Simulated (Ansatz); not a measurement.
## What a trial cell of Zn relaxes into

Level of theory: Ansatz 0.2.0, DFT PBE, scalar-relativistic, plane waves, PAW. Cutoff 420 eV, Γ-centred k mesh, Gaussian smearing, no spin polarisation in the final step.

The start is a random cell of Zn without symmetry, drawn with lower limits on the distances.

```
CELL_PARAMETERS angstrom
3.03755 0.00000 0.00000
-0.93412 3.74338 0.00000
-0.01252 0.15856 2.85237
ATOMIC_POSITIONS crystal
Zn 0.50948 0.19020 0.04517
Zn 0.92391 0.54683 0.30863
```

Cell and atoms relax at zero pressure; the relaxation can't lower the symmetry of the start. After a coarse first stage the cell is made exact in the group found at 0.06 Å.

Energies count from the standard state of Zn at the same level.

Question: Describe the relaxed structure.

Answer: It ends in R-3m (No. 166). Conventional cell: a = 2.627 Å, c = 7.800 Å. Zn is coordinated by 6 Zn at 2.63 Å and 6 Zn at 3.01 Å.

```
Zn
1.0
     1.31357    0.75839    2.59991
    -1.31357    0.75839    2.59991
     0.00000   -1.51678    2.59991
Zn
1
Cartesian
  0.0000 0.0000 0.0000
```

Question: What are its volume, energy, density and gap?

Answer: The volume per atom is 15.54 Å³. The density is 6.99 g/cm³, the energy over the standard structure is 0.02 eV/atom and the gap on the 26×26×20 mesh is 0 eV (a metal).

The final run used a 26×26×20 mesh on its 1-atom cell and 0.10 eV smearing. The k mesh leaves about 4 meV/atom of noise in metals. Symmetry constrained the relaxation, so the result can be a saddle point.